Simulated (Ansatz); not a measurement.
The system is GaP.

```
Ga P
1.0
     0.00000    2.72525    2.72525
     2.72525    0.00000    2.72525
     2.72525    2.72525    0.00000
Ga P
1 1
Cartesian
  0.0000 0.0000 0.0000
  4.0879 4.0879 4.0879
```

```yaml
Program: Ansatz 0.2.0
Task: relaxation of cell and atoms
Functional: PBEsol
Dispersion: D4
Potentials_or_basis: Ansatz PAW
Cutoff: "420 eV (not typed: the program's choice for these potentials)"
k_mesh: 8 × 8 × 8
Occupations: fermi-dirac, width 0.05 eV
Spin: no spin polarisation
```

At the start: volume 20.24 Å³/atom.

Question: How do energy, volume and symmetry change on relaxing?

Answer: It ends after 4 steps and the volume is 19.69 Å³/atom (-2.7 %); space group F-43m (No. 216, to 0.05 Å).

The path:
| step | energy change (eV) | largest force (eV/Å) | volume (Å³) |
| --- | --- | --- | --- |
| 1 | 0.0000 | 0.0000 | 40.48 |
| 2 | -0.0075 | 0.0000 | 39.71 |
| 3 | -0.0083 | 0.0000 | 39.38 |
| 4 | -0.0080 | 0.0000 | 39.38 |

Final structure:
```
Ga P
1.0
     0.00000    2.70031    2.70031
     2.70031    0.00000    2.70031
     2.70031    2.70031    0.00000
Ga P
1 1
Direct
  0.00000 0.00000 0.00000
  0.75000 0.75000 0.75000
```

Caveat: the plane-wave basis is chosen anew once the cell has moved, so the energies of steps on either side of that aren't comparable; the PAW data sets come from PBE, with cores solved anew for the run's functional, which leaves a small shift of forces and pressure.
